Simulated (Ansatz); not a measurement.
**ZrS2: a prediction, then the measurements**

The calculation used Ansatz 0.2.0, DFT PBE+D3(BJ), scalar-relativistic, plane waves, PAW.

Plane waves to 420 eV, a k mesh through Γ of 12×12×6 on the computed 3-atom cell and Gaussian smearing (0.02 eV); no spin polarisation.

Relaxed structure, symmetry kept:

```cif
data_structure
_symmetry_space_group_name_H-M 'P 1'
_symmetry_Int_Tables_number 1
_cell_length_a 3.6347
_cell_length_b 3.6347
_cell_length_c 5.7209
_cell_angle_alpha 90.000
_cell_angle_beta 90.000
_cell_angle_gamma 120.000
_cell_volume 65.45
loop_
_atom_site_label
_atom_site_type_symbol
_atom_site_fract_x
_atom_site_fract_y
_atom_site_fract_z
_atom_site_occupancy
Zr1 Zr 0.00000 0.00000 0.00000 1
S1 S 0.66667 0.33333 0.74470 1
S2 S 0.33333 0.66667 0.25530 1
```

```json
{
  "Space group": "P-3m1 (No. 164)",
  "Volume per atom": "21.82 Å³",
  "Kohn–Sham band gap": "0.66 eV",
  "Löwdin character of the top 1 eV of the valence band": "S 3p 91 %",
  "Löwdin character of the lowest 1 eV of the conduction band": "Zr 4d 75 %, S 3p 19 %",
  "Bader charges (e)": "Zr (1 in the cell) 2.06, S (2 in the cell) -1.03"
}
```

**Experimental background.**

From “High temperature equilibrium of 3D and 2D chalcogenide perovskites”, 2022, arxiv:2212.01429, for a bulk crystal of ZrS2: lattice constant a 3.663 Å; lattice constant c 5.821 Å.

From “Stress-Tuned Optical Transitions in Layered 1T-MX2 (M= Hf, Zr, Sn; X= S, Se) Crystals”, 2022, arxiv:2210.12074, for a bulk crystal of ZrS2: band gap 1.68 eV (indirect).

A measured lattice constant a of ZrS2 is 3.663 Å (quoted in the paper above); the calculated 3.635 Å misses it by -0.8 %. Against the measured lattice constant c of ZrS2, 5.821 Å (quoted in the paper above), the calculated 5.721 Å is off by -1.7 %. The calculation is for 0 K without zero-point motion. A measured band gap of ZrS2 is 1.68 eV (indirect; quoted in the paper above); the calculated 0.66 eV misses it by -1.02 eV. So large a miss may mean another phase, state or a wrong row. Kohn–Sham gaps of semilocal functionals fall short of measured ones as a rule; spin-orbit coupling, left out here, would usually lower the calculated gap of a compound with heavy elements.